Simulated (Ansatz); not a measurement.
# GeSb2Te4 (R3m): band gap by G0W0 on PBE

How far does one-shot GW move the PBE gap of GeSb2Te4 (R3m)?

Calculated with Ansatz 0.2.0; PBE, then G0W0 on it, plane waves, PAW.

## 1. The structure

The structure is trigonal, space group R3m (No. 160). The conventional cell has a = 4.309 Å, b = 4.309 Å, c = 41.691 Å, α = 90.00°, β = 90.00°, γ = 120.00°. Ge has 6 Te at 2.86 to 3.32 Å nearest. Nearest to Sb lie 6 Te at 3.02 to 3.21 Å. Sb has 6 Te at 3.03 to 3.16 Å nearest. Nearest to Te lie 3 Ge at 2.86 Å. Nearest to Te lie 3 Sb at 3.02 Å. Te has 6 Sb at 3.16 to 3.21 Å nearest. Farther neighbours and most contacts between anions are not listed.

As a file:

```cif
data_structure
_symmetry_space_group_name_H-M 'R3m:H'
_symmetry_Int_Tables_number 160
_cell_length_a 4.3095
_cell_length_b 4.3095
_cell_length_c 41.6912
_cell_angle_alpha 90.000
_cell_angle_beta 90.000
_cell_angle_gamma 120.000
_cell_volume 670.53
loop_
_atom_site_label
_atom_site_type_symbol
_atom_site_symmetry_multiplicity
_atom_site_Wyckoff_symbol
_atom_site_fract_x
_atom_site_fract_y
_atom_site_fract_z
_atom_site_occupancy
Ge1 Ge 3 a 0.33333 0.66667 0.23712 1
Sb1 Sb 3 a 0.33333 0.66667 0.09319 1
Sb2 Sb 3 a 0.66667 0.33333 0.33132 1
Te1 Te 3 a 0.66667 0.33333 0.20310 1
Te2 Te 3 a 0.00000 0.00000 0.13417 1
Te3 Te 3 a 0.66667 0.33333 0.04470 1
Te4 Te 3 a 0.00000 0.00000 0.28972 1
```

The cell and positions are those that the Materials Project relaxed with its own functionals (PBE, PBE+U or r2SCAN), kept fixed. At the settings of the band run the largest force is still 0.09 eV/Å. Spin-orbit coupling is left out unless a step names it.

## 2. The PBE band structure

Levels along a band path and on the mesh show where this functional puts the band edges.

This step: DFT, PBE, plane waves, PAW; PAW set soft_1.

Input file input.yaml:

```yaml
crystal:
  lattice:
    - [2.1547300807, 1.2440339921, 13.8970814052]
    - [-2.1547300807, 1.2440339921, 13.8970814052]
    - [0.0, -2.4880679842, 13.8970814052]
  atoms:
    - { symbol: Ge, position: [0.570457, 0.570457, 0.570457] }
    - { symbol: Sb, position: [0.426528, 0.426528, 0.426528] }
    - { symbol: Sb, position: [0.997988, 0.997988, 0.997988] }
    - { symbol: Te, position: [0.86977, 0.86977, 0.86977] }
    - { symbol: Te, position: [0.134165, 0.134165, 0.134165] }
    - { symbol: Te, position: [0.71137, 0.71137, 0.71137] }
    - { symbol: Te, position: [0.289721, 0.289721, 0.289721] }
kpoints:
  mp_grid: { grid: [6, 6, 6] }
  band_path:
    path:
      - [[0.0, 0.0, 0.0], [0.5, 0.5, 0.5], [0.82799106, 0.17200894, 0.5]]
      - [[0.5, -0.17200894, 0.17200894], [0.5, 0.0, 0.0], [0.0, 0.0, 0.0], [0.33600447, -0.33600447, 0.0]]
      - [[0.66399553, 0.0, 0.33600447], [0.5, 0.0, 0.5], [0.0, 0.0, 0.0]]
    npoints: 10
hamiltonian:
  xc: pbe
  pseudopotentials: { kind: paw, azcp: { folder: soft_1 } }
scf:
  occupations: { method: fermi_dirac, width: 0.02 }
  n_extra_bands: 6
output:
  eigenvalues: true
  forces: true
  stress: true
  write_density: true
  write_potential: true
  elf: true
  volumetric_format: npy
```

Command:

```bash
> ansatz run input.yaml --threads 2 --pin off --max-ram 73728MiB --backend cuda --events-out ev --progress --plain --runs-dir out --devices 1 --max-vram 13GiB
```

Numbers of over 12 decimals in the logs are rounded to 6 here.

Log:

```text
basis.fft_grid_basis auto: the FFT boxes are laid along the combinations [[1, -1, 0], [0, 1, 0], [0, -1, 1]] of the cell's own vectors, 4.309, 14.118 and 4.309 Å long. The dense box has 30×96×30 points. Along the cell's own vectors, as sized, it would have 96×96×96, 10.24 times as many. Of the 6 symmetry operations that the crystal satisfies within crystal.symmetry.tolerance (time reversal apart; of a slab, those tha [...]
scf.n_extra_bands = 6 over 54 filled bands (N_el = 108.0): the run solves 60 bands
GPUs: using 1 of 1 available (devices: 1).
Engine: ansatz 0.2.0, x86_64-unknown-linux-gnu
Pseudopotentials: kind: paw
Pseudopotential: Ge, paw, valence charge 14, recommended cutoff 420 eV (normal), soft_1/Ge.paw.azcp
Pseudopotential: Sb, paw, valence charge 15, recommended cutoff 420 eV (normal), soft_1/Sb.paw.azcp
Pseudopotential: Te, paw, valence charge 16, recommended cutoff 420 eV (normal), soft_1/Te.paw.azcp
Functional definition: PBE
  parameter kappa = 0.804
  parameter beta = 0.066725
  exchange = pbe_x(kappa = kappa, mu = beta*pi^2/3)
  correlation = pbe_c(beta = beta)
device memory: the entry about to start is reckoned to put 3.9 GiB on a device that reports 66.7 GiB free (of which the cap on the GPU budget leaves the run 13.0 GiB)
GPU FFT provider: cuFFT
GPU libraries: cuBLAS 13.8.2, cuFFT 12.4.0, cuSOLVER 12.3.4
Crystal: 7 atoms, lattice volume = 223.512 Å³
Basis set: ecut = 420 eV, 4337 PW (Γ), FFT grids on a1−a2, a2, −a2+a3, exchange–correlation on 60×192×60 points (8 copies of the dense FFT grid, shifted against one another)
Bands: 60, of which v1, the nominal top of the filled ones, is band 54 counted from 1 (53 counted from 0)
Symmetry: 6 space group operations
Space group: R3m (ITA 160), of the structure as read, at distance tolerance 6.1e-5 Å
k-points: 32 of 216 (time reversal used)
Non-local potential: Ge, projectors of the file, l = 0: 2, l = 1: 2, l = 2: 3, l = 3: 1
Non-local potential: Sb, projectors of the file, l = 0: 2, l = 1: 2, l = 2: 2, l = 3: 1
Non-local potential: Te, projectors of the file, l = 0: 2, l = 1: 2, l = 2: 2, l = 3: 1
PAW form: soft (Blöchl's): semilocal exchange-correlation on the pseudo side does not see the compensation charge
PAW one-centre angular grid: Ge, 590 points (default); XC on 64 Gauss nodes
PAW one-centre angular grid: Sb, 590 points (default); XC on 64 Gauss nodes
PAW one-centre angular grid: Te, 590 points (default); XC on 64 Gauss nodes
Initial density: superposition of atomic densities (chi_scale 0.1, normalization cell, long waves kept (reshape's long-wave potential 0.10 eV rms))
Initial wavefunctions: pseudopotential atomic-orbital guess
GPU buffer pool allocated for 86400 grid points (all kernels)
GPU transforms: local potential and band sums: pruned to the plane-wave sphere, on 30×96×30
Functional: x = pbe(κ = 0.804, μ = 0.219515), c = pbe(β = 0.066725)
SCF iter   1: F=—  HF=-45185.299002 eV  |F-HF|=—  |Δ(HF+E_count)|=         —  Δρ=1.51e-2  dr2=1.89e0  ethr=3.10e-3  ⟨swp⟩=6.7  Hψ=7520  notcnv=0
preconditioner: auto → Resta (q_TF=auto, 2.417 Å⁻¹)  ε∞=5.5  [insulator: Δε(μ)=0.449 eV  Ē_g=7.202 eV  σ=0.020 eV  W_gap=1.00  n_scr=58 (ndim 8)  ℏωp=15.3 eV  f_vac=0.008  D(μ)=0.00/eV (n_scr^D=0)  ε∞_Penn≈5.5]
SCF iter   2: F=—  HF=-45185.133704 eV  |F-HF|=—  |Δ(HF+E_count)|=   1.65e-1  Δρ=8.82e-3  dr2=3.22e-1  ethr=1.75e-3  ⟨swp⟩=2.8  Hψ=2521  notcnv=0  defer=38
SCF iter   3: F=—  HF=-45185.113788 eV  |F-HF|=—  |Δ(HF+E_count)|=   1.99e-2  Δρ=5.01e-3  dr2=9.05e-2  ethr=2.98e-4  ⟨swp⟩=3.0  Hψ=2437  notcnv=0  defer=39
SCF iter   4: F=—  HF=-45185.112533 eV  |F-HF|=—  |Δ(HF+E_count)|=   1.25e-3  Δρ=1.13e-3  dr2=6.14e-3  ethr=8.38e-5  ⟨swp⟩=2.7  Hψ=2342  notcnv=0  defer=39
SCF iter   5: F=—  HF=-45185.113358 eV  |F-HF|=—  |Δ(HF+E_count)|=   8.25e-4  Δρ=4.52e-4  dr2=4.64e-3  ethr=5.69e-6  ⟨swp⟩=2.2  Hψ=2699  notcnv=0  defer=38
SCF iter   6: F=—  HF=-45185.113462 eV  |F-HF|=—  |Δ(HF+E_count)|=   1.04e-4  Δρ=2.09e-4  dr2=3.49e-4  ethr=4.30e-6  ⟨swp⟩=2.0  Hψ=2066  notcnv=0  defer=38
SCF iter   7: F=—  HF=-45185.113707 eV  |F-HF|=—  |Δ(HF+E_count)|=   2.45e-4  Δρ=8.04e-5  dr2=2.66e-5  ethr=3.23e-7  ⟨swp⟩=2.1  Hψ=2610  notcnv=0  defer=37
SCF iter   8: F=—  HF=-45185.113950 eV  |F-HF|=—  |Δ(HF+E_count)|=   2.43e-4  Δρ=2.79e-5  dr2=2.38e-6  ethr=2.46e-8  ⟨swp⟩=2.0  Hψ=2807  notcnv=0  defer=37
SCF iter   9: F=—  HF=-45185.113951 eV  |F-HF|=—  |Δ(HF+E_count)|=   1.43e-6  Δρ=1.11e-5  dr2=3.08e-7  ethr=2.20e-9  ⟨swp⟩=2.0  Hψ=2910  notcnv=0  defer=37
SCF iter  10: F=-45185.113952 eV  HF=-45185.113952 eV  |F-HF|=9.60e-8  |Δ(HF+E_count)|=   1.85e-7  Δρ=4.45e-6  dr2=5.15e-8  ethr=9.26e-11  ⟨swp⟩=15.3  Hψ=17871  notcnv=0
SCF 1 converged in 10 iterations: F = -45185.113952 eV  dr2 = 5.15e-8
  greatest PAW one-centre occupation: 0.998 electrons in one spin orbital (limit 2), on the Ge atom at site 0 (counted from 0), in its partial waves of l = 2
device memory: the entry about to start is reckoned to put 3.1 GiB on a device that reports 73.8 GiB free (of which the cap on the GPU budget leaves the run 13.0 GiB)
NSCF: frozen V_eff on 73 k-points
SCF converged after 10 iterations
Free energy (F): -45185.113952 eV
Harris-Foulkes:  -45185.113952 eV  (|F-HF|=9.60e-8)
Internal energy: -45185.113949 eV  (E = F + TS)
E sigma→0 (E₀):  -45185.113950 eV
Entropy (-TS):   -0.000003 eV (-0.000 meV/atom)
Fermi energy:    8.995404 eV
--- Per-component energies (eV) ---
  E_band       = -1567.794003
  E_kinetic    = 1099.165958
  E_local      = -12150.753202  (includes V_loc(G=0)·N_el)
  E_nonlocal   = 1250.608657
  E_hartree    = 5725.537976
  E_xc         = -759.045073
  E_vxc        = -653.208271  (∫ρ·V_xc dr)
  E_paw        = -29771.281144  (= ΣΔE_a)
  E_vpaw       = -2564.679422  (= ΣTr[D̂ρ^β])
  E_aug_tail   = 0.000646  (compensation charges beyond the density's cutoff)
  E_ewald      = -10579.347766
  E_smearing   = -0.000003  (= −TS)
  E_closure    = 0.000000  (closes the sum)
  Σ components = -45185.113952   (vs F -45185.113952, Δ=0.00e0)
--- Forces (eV/Å), atoms counted from 1 ---
  atom   1  Ge     0.00000000     0.00000000    -0.04871660
  atom   2  Sb     0.00000000     0.00000000     0.07059996
  atom   3  Sb     0.00000000     0.00000000    -0.06882569
  atom   4  Te     0.00000000    -0.00000000     0.09288219
  atom   5  Te     0.00000000     0.00000000    -0.03097712
  atom   6  Te     0.00000000    -0.00000000     0.01580664
  atom   7  Te     0.00000000    -0.00000000    -0.03075033
  max |Σ_I F_I| component: 1.90e-5 eV/Å
--- Stress (GPa, compression-positive) ---
        0.025528       0.000000      -0.000000
        0.000000       0.025528      -0.000000
       -0.000000      -0.000000       0.329623
  P = ⅓ Tr σ = 0.1269 GPa (1.269 kbar)
--- Band table (eV; the first three rows and the last of 32) ---
  k-point 0: bands = [... 50 lower, 7.5098, 7.5098, 7.8481, 8.7055, 9.3040, 9.3040, 9.3185, 10.1224, ... 2 higher]
  k-point 1: bands = [... 50 lower, 7.4139, 7.6539, 8.2435, 8.6386, 9.4832, 9.5430, 9.8419, 10.6164, ... 2 higher]
  k-point 2: bands = [... 50 lower, 6.7632, 7.3773, 7.6009, 7.9073, 9.8197, 9.9557, 10.5206, 10.7238, ... 2 higher]
  k-point 31: bands = [... 50 lower, 7.6268, 7.6268, 7.6322, 8.7822, 9.1986, 9.1986, 9.2619, 10.2490, ... 2 higher]
```

Run time: 17 s. Hardware: 1 × NVIDIA H100 80GB HBM3 (shared by 6 runs) with 2 threads of AMD EPYC 7R13 (Zen 3), shared host; peak memory 1.2 GiB.

This step gave:

| Property | Result |
| --- | --- |
| pressure | 0.1269 GPa |
| filled bands | 54 |
| gap | 0.2852 eV |
| valence top at | k = (0.100, 0.000, 0.000) |
| conduction bottom at | k = (0.533, 0.467, 0.500) |
| least direct gap | 0.3115 eV |

Over mesh and path the gap is 0.285 eV, from k = (0.100, 0.000, 0.000) to k = (0.533, 0.467, 0.500). The least direct gap found is 0.312 eV, at k = (0.034, -0.034, 0.000).

The electronic bands at the labelled points (eV, zero at the top of the highest nominally filled band):

| point | band 51 | band 52 | band 53 | band 54 | band 55 | band 56 | band 57 | band 58 |
| --- | --- | --- | --- | --- | --- | --- | --- | --- |
| Γ | -1.31 | -1.31 | -0.97 | -0.11 | 0.48 | 0.48 | 0.50 | 1.30 |
| halfway | -1.23 | -1.23 | -1.06 | -0.08 | 0.43 | 0.43 | 0.47 | 1.41 |
| T | -1.19 | -1.19 | -1.19 | -0.04 | 0.38 | 0.38 | 0.44 | 1.43 |
| halfway | -1.66 | -1.30 | -0.98 | -0.40 | 0.70 | 1.42 | 1.53 | 2.06 |
| H2 | -2.31 | -1.39 | -1.13 | -0.80 | 0.99 | 1.41 | 1.49 | 2.85 |
| jump to H0 | -2.31 | -1.39 | -1.13 | -0.80 | 0.99 | 1.41 | 1.49 | 2.85 |
| halfway | -2.16 | -1.45 | -0.86 | -0.71 | 0.77 | 0.88 | 1.20 | 2.62 |
| L | -1.73 | -1.58 | -1.33 | -1.04 | 0.72 | 0.95 | 1.19 | 1.85 |
| halfway | -1.68 | -1.30 | -0.81 | -0.58 | 0.93 | 0.98 | 1.35 | 1.89 |
| Γ | -1.31 | -1.31 | -0.97 | -0.11 | 0.48 | 0.48 | 0.50 | 1.30 |
| halfway | -1.10 | -1.06 | -0.99 | -0.45 | 0.87 | 1.07 | 1.11 | 1.78 |
| S0 | -2.21 | -1.53 | -0.94 | -0.93 | 1.08 | 1.18 | 1.74 | 2.60 |
| jump to S2 | -2.21 | -1.53 | -0.94 | -0.93 | 1.08 | 1.18 | 1.74 | 2.60 |
| halfway | -2.10 | -1.63 | -1.11 | -1.03 | 1.21 | 1.31 | 1.77 | 2.13 |
| F | -2.37 | -1.97 | -1.35 | -0.46 | 0.35 | 0.87 | 1.69 | 1.90 |
| halfway | -1.28 | -1.19 | -1.04 | -0.45 | 0.79 | 1.05 | 1.22 | 1.87 |
| Γ | -1.31 | -1.31 | -0.97 | -0.11 | 0.48 | 0.48 | 0.50 | 1.30 |

ELF in the ac plane of the conventional cell at fractional y = 0.000, with atoms of Ge and Sb and Te within 0.2 Å of it. It is the smooth field of the valence electrons, not physical close to the nuclei.

Ten even steps from '_' (0.04) to '@' (0.59), each cell a mean:
```
--==++**##********##**++==--
____..::==**####**++--..____
++++**####++====++**####**++
****%%%%##==..__::++%%%%##**
......--**%%@@@@@@##==::....
......::++##%%%%%%**==::....
==++##%%##++::::--**%%%%**==
++++**##**++======++**##**++
____..--++%%@@@@%%##==::____
****++==++++******++==++++**
++++**####**********####**++
____..--++**######**==::..__
....::--**%%%%%%%%##++--....
::--++****++======**##**==::
======++**####%%##**++++====
____..::++##%%%%##**--..____
==++##%%##++====++**%%##**++
++**####**==::::::==######**
____..::++##@@@@%%**==..____
::::::--++##%%%%##**==::::::
==++##@@%%==..__::**@@%%**==
++++********++++++******++++
____..--++##%%%%%%##==::____
====++****++++++++******++==
```
Columns run along a (4.3 Å), rows up along c (41.7 Å), edges of the conventional cell, whose origin can differ from the input's. Atoms in or near the plane, at fractional coordinates: Ge at (0.00, 0.57), Sb at (0.00, 0.43), Sb at (0.00, 0.00), Te at (0.00, 0.87), Te at (0.00, 0.13), Te at (0.00, 0.71), Te at (0.00, 0.29).

Electrostatic potential energy in the ac plane of the conventional cell at fractional y = 0.000, with atoms of Ge and Sb and Te within 0.2 Å of it. With pseudopotentials it is smooth inside the atoms' cores, unlike the true potential.

Ten even steps from '0' (-21 eV) to '9' (13 eV), each cell a mean:
```
23478888888633
99999988899999
65579998998656
65479999998546
99999988899999
99999888889999
65368999998436
65678988898755
99999888889999
77899999999887
33478999998643
99999998999999
99999988899999
00158999987300
66789988899876
99999888889999
65478888888545
65479999998645
99999888899999
99999999999999
64258999997325
66788888888866
99999888899999
23478999998633
```
Columns run along a (4.3 Å; values clipped at the 3rd and 97th percentile), rows up along c (41.7 Å), edges of the conventional cell, whose origin can differ from the input's. Atoms in or near the plane, at fractional coordinates: Ge at (0.00, 0.57), Sb at (0.00, 0.43), Sb at (0.00, 0.00), Te at (0.00, 0.87), Te at (0.00, 0.13), Te at (0.00, 0.71), Te at (0.00, 0.29).

(Part 1 of 3 ends here.)

[Paths, hosts, dates, memory and timing lines, banners, echoed tables and standing remarks are left out of the program output.]

[Logs are printed without paths, hosts, clocks, repeated set-up lines and the standing remarks that a program may print on its own settings, such as how far it seeks lower states.]

[Runs of the session that timed out or met a known fault of the program may be left out.]

[Cells called generated may have been cut or substituted from an entry of the Crystallography Open Database or the Materials Project.]

[Hosts, paths, dates, database ids (printed as entryN), source tags and the programs' standing remarks are cut or masked in the printed files.]

[Where an RPA ε∞ is given, it is that of the G0W0 mesh and is not shown converged in it. Names of k-points follow the symmetry that the program found, which can be lower than the space group named. Band edges on a path are those of the sampled points; other points can move an edge, and change direct to indirect where valleys lie close.]

[Hybrid gaps are those of their k-mesh and are not shown converged in it.]
